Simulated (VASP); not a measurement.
# BN (F-43m) in VASP: a series of runs

Runs on BN. Level: LDA. Tasks: single point.

All numbers are computed with VASP 6.6.1; they aren't measurements. Logs are shortened: lines on timing, memory, paths and dates and some standing lists are left out, and cuts for length are marked.

## (1) The undisturbed crystal

It takes space group F-43m (No. 216, cubic). Conventional cell: a = 3.626 Å, b = 3.626 Å, c = 3.626 Å, α = 90.00°, β = 90.00°, γ = 90.00°. Around N (site symmetry -43m) lie 4 B at 1.57 Å. Around B (site symmetry -43m) lie 4 N at 1.57 Å.

The cell is a database's computed one.

## (2) Single point, LDA (grid = ENCUT=350 dk=0.35 cell=2x2x2 ISMEAR=0 SIGMA=0.05 LREAL=Auto EDIFF=1e-06)

INCAR

```
SYSTEM = BN
PREC = Accurate
ENCUT = 350
EDIFF = 1E-6
ISMEAR = 0
SIGMA = 0.05
LREAL = Auto
LASPH = .True.
NELM = 120
ALGO = Fast
ISIF = 2
LWAVE = .False.
LCHARG = .False.
NBANDS = 40
```

KPOINTS

```
regular mesh
0
Gamma
  5 5 5
  0 0 0
```

POSCAR

```
BN
1.0
    0.0000000000      3.6260020000      3.6260020000
    3.6260020000      0.0000000000      3.6260020000
    3.6260020000      3.6260020000      0.0000000000
N B
8 8
Direct
    0.1250000000      0.1250000000      0.1250000000
    0.1250000000      0.1250000000      0.6250000000
    0.1250000000      0.6250000000      0.1250000000
    0.1250000000      0.6250000000      0.6250000000
    0.6250000000      0.1250000000      0.1250000000
    0.6250000000      0.1250000000      0.6250000000
    0.6250000000      0.6250000000      0.1250000000
    0.6250000000      0.6250000000      0.6250000000
    0.0000000000      0.0000000000      0.0000000000
    0.0000000000      0.0000000000      0.5000000000
    0.0000000000      0.5000000000      0.0000000000
    0.0000000000      0.5000000000      0.5000000000
    0.5000000000      0.0000000000      0.0000000000
    0.5000000000      0.0000000000      0.5000000000
    0.5000000000      0.5000000000      0.0000000000
    0.5000000000      0.5000000000      0.5000000000
```

Potentials or basis: VASP PAW LDA potentials, release 64 (N, B).

The run is started by

```bash
$ cat potpaw_LDA.64/N/POTCAR potpaw_LDA.64/B/POTCAR > POTCAR
$ mpirun -np 1 vasp_std > vasp.out
```

OUTCAR:

```text
SYSTEM = BN
   PREC = Accurate
   ENCUT = 350
   EDIFF = 1E-6
   ISMEAR = 0
   LREAL = Auto
   LASPH = .True.
   NELM = 120
   ISIF = 2

 Found     10 irreducible k-points:

 Following reciprocal coordinates:
            Coordinates               Weight
  0.000000  0.000000  0.000000      1.000000
  0.200000  0.000000  0.000000      8.000000
  0.400000  0.000000  0.000000      8.000000
  0.200000  0.200000  0.000000      6.000000
  0.400000  0.200000  0.000000     24.000000
 -0.400000  0.200000  0.000000     24.000000
   k-points           NKPTS =     10   k-points in BZ     NKDIM =     10   number of bands    NBANDS=     40
   number of dos      NEDOS =    301   number of ions     NIONS =     16
   total plane-waves  NPLWV =  32768
   dimension x,y,z NGX =    32 NGY =   32 NGZ =   32
   dimension x,y,z NGXF=    64 NGYF=   64 NGZF=   64
   ions per type =               8   8
   NGX,Y,Z   is equivalent  to a cutoff of  10.37, 10.37, 10.37 a.u.
   NGXF,Y,Z  is equivalent  to a cutoff of  20.75, 20.75, 20.75 a.u.
 SYSTEM =  BN
   PREC   = accura    normal or accurate (medium, high low for compatibility)
   ISTART =      0    job   : 0-new  1-cont  2-samecut
   ICHARG =      2    charge: 1-file 2-atom 10-const
   ISPIN  =      1    spin polarized calculation?
   LNONCOLLINEAR =      F non collinear calculations
   LSORBIT =      F    spin-orbit coupling
   LASPH  =      T    aspherical Exc in radial PAW
   ENCUT  =  350.0 eV  25.72 Ry    5.07 a.u.   7.82  7.82  7.82*2*pi/ulx,y,z
   NELM   =    120;   NELMIN=  2; NELMDL= -5     # of ELM steps
   EDIFF  = 0.1E-05   stopping-criterion for ELM
   LREAL  =      T    real-space projection
   EDIFFG = 0.1E-04   stopping-criterion for IOM
   NSW    =      0    number of steps for IOM
   IBRION =     -1    ionic relax: 0-MD 1-quasi-New 2-CG
   NFREE  =      0    steps in history (QN), initial steepest desc. (CG)
   ISIF   =      2    stress and relaxation
   ISYM   =      2    0-nonsym 1-usesym 2-fastsym
   POTIM  = 0.5000    time-step for ionic-motion
   TEBEG  =    0.0;   TEEND  =   0.0 temperature during run
   PSTRESS=    0.0 pullay stress
   NELECT =      64.0000    total number of electrons
   NUPDOWN=      -1.0000    fix difference up-down
   EMIN   =  10.00;   EMAX   =-10.00  energy-range for DOS
   EFERMI =   0.00;   METHOD = LEGACY
   ISMEAR =     0;   SIGMA  =   0.05  broadening in eV -4-tet -1-fermi 0-gaus
   EFERMI_NEDOS =   21; number of points for ismear=-14 and -15
   IALGO  =     68    algorithm
   IMIX   =      4    mixing-type and parameters
     AMIX     =   0.40;   BMIX     =  1.00
     AMIX_MAG =   1.60;   BMIX_MAG =  1.00
  volume/ion in A,a.u.               =       5.96        40.22
  Fermi-wavevector in a.u.,A,eV,Ry     =   1.433387  2.708709 27.954506  2.054598
  Thomas-Fermi vector in A             =   2.552911
   LORBIT       =      0    0 simple, 1 ext, 2 COOP (PROOUT), +10 PAW based schemes
   GGA     = CA    functional components
   LHFCALC =     F    Hartree Fock is set to
   AEXX    =    0.0000 exact exchange contribution
   IVDW    =     0    specifies the selected vdW correction
   LEPSILON=     F    determine dielectric tensor
   LRPA    =     F    only Hartree local field effects (RPA)
 non-spin polarized calculation
 RMM-DIIS sequential band-by-band and
 Gauss-broadening in eV      SIGMA  =   0.05
  energy-cutoff  :      350.00
  volume of cell :       95.35
 maximum number of plane-waves:      1430
   NGX = 15   NGY = 15   NGZ = 15

 number of electron      64.0000004 magnetization

 Free energy of the ion-electron system (eV)
  ---------------------------------------------------
  ext. energy  EPLUGINS =         0.00000000
  ---------------------------------------------------
  free energy    TOTEN  =      -155.05928626 eV

  energy without entropy =     -155.05928626  energy(sigma->0) =     -155.05928626

 E-fermi :   7.5413     XC(G=0): -13.0625

 val. band max:        7.2880531307   @ k =   0.0000   0.0000   0.0000
 cond. band min:      11.6025900824   @ k =   0.0000   0.0000   0.0000
 fundamental gap:      4.3145369517
 Fermi energy:         7.5413044073

 k-point     1 :       0.0000    0.0000    0.0000
  band No.  band energies     occupation
      1     -12.7088      2.00000
      2      -8.4778      2.00000
      3      -8.4778      2.00000
      4      -8.4778      2.00000
      5      -8.4778      2.00000
      6      -7.1181      2.00000
[... 32 lines left out ...]
     39      16.3781      0.00000
     40      16.3826      0.00000

 k-point     2 :       0.2000    0.0000    0.0000
  band No.  band energies     occupation
      1     -12.4674      2.00000
      2      -9.2732      2.00000
      3      -8.4221      2.00000
      4      -8.4221      2.00000
      5      -8.4221      2.00000
      6      -7.3601      2.00000
[... 32 lines left out ...]
     39      16.9703      0.00000
     40      17.0066      0.00000

 k-point     3 :       0.4000    0.0000    0.0000
  band No.  band energies     occupation
      1     -11.7552      2.00000
      2     -10.6267      2.00000
      3      -8.2180      2.00000
      4      -8.2180      2.00000
      5      -8.2180      2.00000
      6      -7.8323      2.00000
[... 32 lines left out ...]
     39      16.6167      0.00000
     40      17.0695      0.00000

 k-point     4 :       0.2000    0.2000    0.0000
  band No.  band energies     occupation
      1     -12.3871      2.00000
      2      -8.7040      2.00000
      3      -8.7040      2.00000
      4      -8.7040      2.00000
      5      -8.7040      2.00000
      6      -8.1705      2.00000
[... 32 lines left out ...]
     39      16.9715      0.00000
     40      17.3606      0.00000

 k-point     5 :       0.4000    0.2000    0.0000
  band No.  band energies     occupation
      1     -11.8323      2.00000
      2      -9.9895      2.00000
      3      -8.9432      2.00000
      4      -8.7500      2.00000
      5      -8.7500      2.00000
      6      -7.9686      2.00000
[... 32 lines left out ...]
     39      16.7650      0.00000
     40      17.6701      0.00000

 k-point     6 :      -0.4000    0.2000    0.0000
  band No.  band energies     occupation
      1     -11.2151      2.00000
      2     -10.8395      2.00000
      3      -9.4251      2.00000
      4      -8.4983      2.00000
      5      -8.4983      2.00000
      6      -7.5651      2.00000
[... 32 lines left out ...]
     39      16.1524      0.00000
     40      17.1875      0.00000

 [... further k-points ...]

------------------------ aborting loop because EDIFF is reached ----------------------------------------

  FORCE on cell =-STRESS in cart. coord.  units (eV):
  Direction    XX          YY          ZZ          XY          YZ          ZX
  --------------------------------------------------------------------------------------
  -------------------------------------------------------------------------------------
  Total      -18.1332434    -18.1332434    -18.1332434     -0.0000000     -0.0000000      0.0000000
  in kB     -304.6996532   -304.6996532   -304.6996532     -0.0000000     -0.0000000      0.0000000
  external PRESSURE =    -304.6996532 kB  Pullay stress =       0.0000000 kB

 VOLUME and BASIS-vectors are now :
 -----------------------------------------------------------------------------
  energy-cutoff  :      350.00
  volume of cell :       95.35
      direct lattice vectors                 reciprocal lattice vectors
     0.000000000  3.626002000  3.626002000    -0.137892919  0.137892919  0.137892919
     3.626002000  0.000000000  3.626002000     0.137892919 -0.137892919  0.137892919
     3.626002000  3.626002000  0.000000000     0.137892919  0.137892919 -0.137892919

 POSITION                                       TOTAL-FORCE (eV/Angst)
 -----------------------------------------------------------------------------------
      0.90650      0.90650      0.90650         0.000000      0.000000      0.000000
      2.71950      2.71950      0.90650         0.000000      0.000000      0.000000
      2.71950      0.90650      2.71950         0.000000      0.000000      0.000000
      4.53250      2.71950      2.71950         0.000000      0.000000      0.000000
      0.90650      2.71950      2.71950         0.000000      0.000000      0.000000
      2.71950      4.53250      2.71950         0.000000      0.000000      0.000000
[... 8 lines left out ...]
      1.81300      1.81300      3.62600        -0.000000     -0.000000     -0.000000
      3.62600      3.62600      3.62600        -0.000000     -0.000000     -0.000000
 -----------------------------------------------------------------------------------
    total drift:                                0.000006      0.000006     -0.000000

  FREE ENERGIE OF THE ION-ELECTRON SYSTEM (eV)
  ---------------------------------------------------
  free  energy   TOTEN  =      -155.0592862621 eV

  energy  without entropy=     -155.0592862621  energy(sigma->0) =     -155.05928626
```

OSZICAR:

```text
N       E                     dE             d eps       ncg     rms          rms(c)
DAV:   1     0.183167129252E+03    0.18317E+03   -0.27639E+04   800   0.115E+03
DAV:   2    -0.152578881138E+03   -0.33575E+03   -0.32560E+03  1008   0.267E+02
DAV:   3    -0.163393914428E+03   -0.10815E+02   -0.10774E+02   960   0.534E+01
DAV:   4    -0.163511941884E+03   -0.11803E+00   -0.11778E+00   960   0.558E+00
DAV:   5    -0.163514065265E+03   -0.21234E-02   -0.21228E-02   944   0.650E-01    0.183E+01
RMM:   6    -0.155917885811E+03    0.75962E+01   -0.20192E+01   805   0.197E+01    0.899E+00
RMM:   7    -0.155380112574E+03    0.53777E+00   -0.56664E+00   833   0.943E+00    0.549E+00
RMM:   8    -0.155517796518E+03   -0.13768E+00   -0.48016E+00   810   0.970E+00    0.404E+00
RMM:   9    -0.155072439703E+03    0.44536E+00   -0.80846E-01   857   0.448E+00    0.137E+00
RMM:  10    -0.155058224079E+03    0.14216E-01   -0.46508E-01   904   0.282E+00    0.238E-01
RMM:  11    -0.155059251694E+03   -0.10276E-02   -0.29736E-02   925   0.830E-01    0.111E-01
RMM:  12    -0.155060313434E+03   -0.10617E-02   -0.73917E-03   949   0.295E-01    0.205E-01
RMM:  13    -0.155059917514E+03    0.39592E-03   -0.52342E-04   930   0.103E-01    0.172E-01
RMM:  14    -0.155059275462E+03    0.64205E-03   -0.38385E-03   917   0.259E-01    0.155E-02
RMM:  15    -0.155059293361E+03   -0.17899E-04   -0.19635E-04   922   0.761E-02    0.182E-02
RMM:  16    -0.155059287019E+03    0.63418E-05   -0.17397E-05   936   0.188E-02    0.104E-02
RMM:  17    -0.155059286262E+03    0.75675E-06   -0.50940E-06   732   0.915E-03
   1 F= -.15505929E+03 E0= -.15505929E+03  d E =-.488584E-14
```

It took 66 s on 1 thread of Intel Xeon Platinum 8259CL at 2.50GHz (Skylake/Cascade Lake), shared host; peak memory 0.16 GiB.

The run converged, but a check on its numbers failed (symmetry, net force, bounds or a known fault of this set-up), so they aren't taken as properties of the crystal.

Caveat: the cutoff lies under the usual one of these potentials, so the numbers hold a large basis-set error; a pressure of tens of GPa on the cell as given is suspect, and the run, the potentials or the cell itself is likely at fault; an odd mesh through Γ misses points on the zone boundary, where band edges often lie.

## (3) Single point, LDA (grid = ENCUT=500 dk=0.45 cell=2x2x2 ISMEAR=0 SIGMA=0.05 LREAL=Auto EDIFF=1e-06)

INCAR, as its differences from that of step 2:

```diff
@@ -2,3 +2,3 @@
 PREC = Accurate
-ENCUT = 350
+ENCUT = 500
 EDIFF = 1E-6
```

KPOINTS

```
regular mesh
0
Gamma
  4 4 4
  0 0 0
```

POSCAR is that of step 2.

Potentials or basis: VASP PAW LDA potentials, release 64 (N, B).

The run is started by

```bash
$ cat potpaw_LDA.64/N/POTCAR potpaw_LDA.64/B/POTCAR > POTCAR
$ mpirun -np 1 vasp_std > vasp.out
```

OUTCAR:

```text
SYSTEM = BN
   PREC = Accurate
   ENCUT = 500
   EDIFF = 1E-6
   ISMEAR = 0
   LREAL = Auto
   LASPH = .True.
   NELM = 120
   ISIF = 2

 Found      8 irreducible k-points:

 Following reciprocal coordinates:
            Coordinates               Weight
  0.000000  0.000000  0.000000      1.000000
  0.250000  0.000000  0.000000      8.000000
  0.500000  0.000000  0.000000      4.000000
  0.250000  0.250000  0.000000      6.000000
  0.500000  0.250000  0.000000     24.000000
 -0.250000  0.250000  0.000000     12.000000
   k-points           NKPTS =      8   k-points in BZ     NKDIM =      8   number of bands    NBANDS=     40
   number of dos      NEDOS =    301   number of ions     NIONS =     16
   total plane-waves  NPLWV =  64000
   dimension x,y,z NGX =    40 NGY =   40 NGZ =   40
   dimension x,y,z NGXF=    80 NGYF=   80 NGZF=   80
   ions per type =               8   8
   NGX,Y,Z   is equivalent  to a cutoff of  12.97, 12.97, 12.97 a.u.
   NGXF,Y,Z  is equivalent  to a cutoff of  25.94, 25.94, 25.94 a.u.
 SYSTEM =  BN
   PREC   = accura    normal or accurate (medium, high low for compatibility)
   ISTART =      0    job   : 0-new  1-cont  2-samecut
   ICHARG =      2    charge: 1-file 2-atom 10-const
   ISPIN  =      1    spin polarized calculation?
[... 66 lines left out ...]
      2      -8.4500      2.00000
      3      -8.4500      2.00000
      4      -8.4500      2.00000
      5      -8.4500      2.00000
      6      -7.0849      2.00000
[... 247 lines left out ...]
     39      16.7293      0.00000
     40      16.8796      0.00000

 [... further k-points ...]

------------------------ aborting loop because EDIFF is reached ----------------------------------------

  FORCE on cell =-STRESS in cart. coord.  units (eV):
  Direction    XX          YY          ZZ          XY          YZ          ZX
  --------------------------------------------------------------------------------------
  -------------------------------------------------------------------------------------
  Total       -8.0235272     -8.0235272     -8.0235272      0.0000000      0.0000000      0.0000000
  in kB     -134.8223202   -134.8223202   -134.8223202      0.0000000      0.0000000      0.0000000
  external PRESSURE =    -134.8223202 kB  Pullay stress =       0.0000000 kB

 VOLUME and BASIS-vectors are now :
 -----------------------------------------------------------------------------
  energy-cutoff  :      500.00
  volume of cell :       95.35
      direct lattice vectors                 reciprocal lattice vectors
     0.000000000  3.626002000  3.626002000    -0.137892919  0.137892919  0.137892919
     3.626002000  0.000000000  3.626002000     0.137892919 -0.137892919  0.137892919
     3.626002000  3.626002000  0.000000000     0.137892919  0.137892919 -0.137892919

 POSITION                                       TOTAL-FORCE (eV/Angst)
 -----------------------------------------------------------------------------------
      0.90650      0.90650      0.90650        -0.000000     -0.000000      0.000000
      2.71950      2.71950      0.90650        -0.000000     -0.000000      0.000000
      2.71950      0.90650      2.71950        -0.000000     -0.000000      0.000000
      4.53250      2.71950      2.71950        -0.000000     -0.000000      0.000000
      0.90650      2.71950      2.71950        -0.000000     -0.000000      0.000000
      2.71950      4.53250      2.71950        -0.000000     -0.000000      0.000000
[... 8 lines left out ...]
      1.81300      1.81300      3.62600         0.000000      0.000000     -0.000000
      3.62600      3.62600      3.62600        -0.000000      0.000000     -0.000000
 -----------------------------------------------------------------------------------
    total drift:                               -0.000001     -0.000001     -0.000001

  FREE ENERGIE OF THE ION-ELECTRON SYSTEM (eV)
  ---------------------------------------------------
  free  energy   TOTEN  =      -155.1756814426 eV

  energy  without entropy=     -155.1756814426  energy(sigma->0) =     -155.17568144
```

OSZICAR:

```text
N       E                     dE             d eps       ncg     rms          rms(c)
DAV:   1     0.250911944389E+03    0.25091E+03   -0.34418E+04   640   0.153E+03
DAV:   2    -0.150042874345E+03   -0.40095E+03   -0.38388E+03   840   0.315E+02
DAV:   3    -0.163919444899E+03   -0.13877E+02   -0.13803E+02   752   0.633E+01
DAV:   4    -0.164084703857E+03   -0.16526E+00   -0.16499E+00   776   0.694E+00
DAV:   5    -0.164087294815E+03   -0.25910E-02   -0.25896E-02   744   0.780E-01    0.183E+01
RMM:   6    -0.155984180425E+03    0.81031E+01   -0.22741E+01   645   0.211E+01    0.838E+00
RMM:   7    -0.155509102675E+03    0.47508E+00   -0.59744E+00   663   0.993E+00    0.527E+00
RMM:   8    -0.155657300989E+03   -0.14820E+00   -0.49676E+00   653   0.100E+01    0.408E+00
RMM:   9    -0.155191002768E+03    0.46630E+00   -0.79710E-01   686   0.480E+00    0.143E+00
RMM:  10    -0.155175776167E+03    0.15227E-01   -0.54432E-01   722   0.309E+00    0.312E-01
RMM:  11    -0.155175724759E+03    0.51408E-04   -0.34710E-02   735   0.939E-01    0.134E-01
RMM:  12    -0.155176563580E+03   -0.83882E-03   -0.63427E-03   761   0.286E-01    0.192E-01
RMM:  13    -0.155176548184E+03    0.15397E-04   -0.58469E-04   753   0.105E-01    0.192E-01
RMM:  14    -0.155175660711E+03    0.88747E-03   -0.38234E-03   738   0.266E-01    0.184E-02
RMM:  15    -0.155175684284E+03   -0.23573E-04   -0.16465E-04   742   0.860E-02    0.174E-02
RMM:  16    -0.155175680806E+03    0.34779E-05   -0.59381E-05   750   0.331E-02    0.338E-03
RMM:  17    -0.155175681443E+03   -0.63649E-06   -0.77805E-06   680   0.134E-02
   1 F= -.15517568E+03 E0= -.15517568E+03  d E =-.328046E-16
```

Wall time 82 s (1 thread of Intel Xeon Platinum 8259CL at 2.50GHz (Skylake/Cascade Lake), shared host); peak memory 0.19 GiB.

The run converged, but some of its settings lie outside the range that counts as converged, so its numbers aren't taken as properties of the crystal.

Results:

```yaml
Free_energy: -155.1757 eV
Pressure: -13.5 GPa
Band_gap_on_the_k_mesh: 4.33 eV
```

## (4) Single point, LDA (grid = ENCUT=600 dk=0.45 cell=2x2x2 ISMEAR=0 SIGMA=0.05 LREAL=Auto EDIFF=1e-06)

INCAR, as its differences from that of step 3:

```diff
@@ -2,3 +2,3 @@
 PREC = Accurate
-ENCUT = 500
+ENCUT = 600
 EDIFF = 1E-6
```

KPOINTS is that of step 3.

POSCAR is that of step 3.

The run is started by

```bash
$ cat potpaw_LDA.64/N/POTCAR potpaw_LDA.64/B/POTCAR > POTCAR
$ mpirun -np 1 vasp_std > vasp.out
```

Wall time 1.7 min (1 thread of Intel Xeon Platinum 8259CL at 2.50GHz (Skylake/Cascade Lake), shared host); peak memory 0.21 GiB.

The run converged, but some of its settings lie outside the range that counts as converged, so its numbers aren't taken as properties of the crystal.

What came out:

* Free energy: -155.1940 eV
* Pressure: -13.6 GPa
* Band gap on the k mesh: 4.33 eV

## (5) For comparison

An earlier run on the cell as given: functional PBEsol; potentials or basis VASP PAW PBE potentials, release 64 (N, B); cutoff 520 eV; k mesh 13 × 13 × 13; occupations fermi-dirac, width 0.05 eV; no spin polarisation.

- Pressure: -5.7 GPa
- Band gap on the k mesh: 4.34 eV, indirect (least direct gap 8.72 eV)
